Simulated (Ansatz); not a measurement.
**Quasiparticle levels of GaN (F-43m)**

Method: G0W0@PBE, plasmon-pole screening, all-electron datasets in plane waves (scalar-relativistic, Gaussian nuclei) in Ansatz.

Input files:

```json
{
 "crystal": {"lattice": [[0.0, 2.23, 2.23], [2.23, 0.0, 2.23], [2.23, 2.23, 0.0]], "atoms": [{"symbol": "Ga", "position": [0.0, 0.0, 0.0]}, {"symbol": "N", "position": [0.25, 0.25, 0.25]}]},
 "basis": {"precision": "f64", "xc_grid": 2},
 "kpoints": {"mp_grid": {"grid": [4, 4, 4], "shift": [0, 0, 0]}},
 "hamiltonian": {"xc": "pbe", "dispersion": "none", "pseudopotentials": {"kind": "all_electron", "nuclear_model": "gaussian"}},
 "magnetization": {"spin_polarized": false},
 "scf": {"lower_state_search": "off", "max_iter": 200, "occupations": {"method": "fixed"}, "convergence": {"dr2_threshold": "1e-10 eV"}},
 "output": {},
 "gw": {"n_empty_bands": 143, "ecut_chi": 200, "ecutfock_ratio": 1, "qp_bands": ["v9", "c2"], "plasmon_pole_fit_frequency": 22.3}
}
```

Levels count from the highest filled Kohn-Sham level listed; ε_QP = ε_KS + Z(Σ − Vxc). VB is the top filled band, CB the lowest empty one. Linearised levels far below the gap are rough. The wave cutoff came out at 3300 eV.

```tsv
k	band	ε_KS (eV)	Σx − Vxc (eV)	Σc (eV)	Z	ε_QP (eV)
Γ	VB	0.00	-3.75	3.05	0.78	-0.55
Γ	CB	1.92	4.67	-4.04	0.81	2.43
Γ	VB-3	-13.23	-13.25	9.57	0.77	-16.05
Γ	VB-5	-13.57	-13.17	9.57	0.76	-16.32
Γ	CB+1	10.47	6.11	-5.25	0.82	11.17
```

The gap (direct at Γ) opens from 1.92 eV to 2.98 eV.

Electronic (ion-clamped) dielectric constant on this mesh, from the head of the inverse dielectric matrix: 8.6.

The cell is a model at fixed atoms and needn't be the relaxed known crystal. Spin-orbit coupling is left out. The mesh is coarse, so these are values at the stated settings, not converged ones. Band sums or response are cut, so the gap isn't at its basis limit. Filled d shells converge slowest. Meshes this coarse can overestimate the dielectric constant by a tenth and more.
